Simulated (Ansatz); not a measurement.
**Ba (P6/mmm), two-dimensional strain map**

These are results of DFT PBE, scalar-relativistic, plane waves, PAW (Ansatz 0.2.0), not measurements. The runs took a 420 eV cutoff, a Γ-centred 15×15×12 mesh and Gaussian smearing (0.15 eV). No spin polarisation. Energies are free energies at this smearing, counted from the undisturbed cell; pressure is positive in compression.

The starting cell (as given, not relaxed at this level; it stands at -0.1 GPa; this form isn't the usual structure):

```
Ba
1.0
     4.31161    0.00000    0.00000
    -2.15581    3.73397    0.00000
     0.00000    0.00000    3.91341
Ba
1
Direct
  0.00000 0.00000 0.00000
```

The cell is strained by p along both x and y and by q along z, fractional coordinates fixed. Points are written (p, q).

Energy above the undisturbed cell in meV/atom (a dash: not computed):

```csv
p \ q,-0.050,0.000,0.050
-0.050,?,16.1,28.5
0.000,24.4,0.0,6.4
0.050,71.0,36.6,?
```

Task: Fill in the withheld energies.

Result: (-0.050, -0.050): 31.3; (0.050, 0.050): 35.2.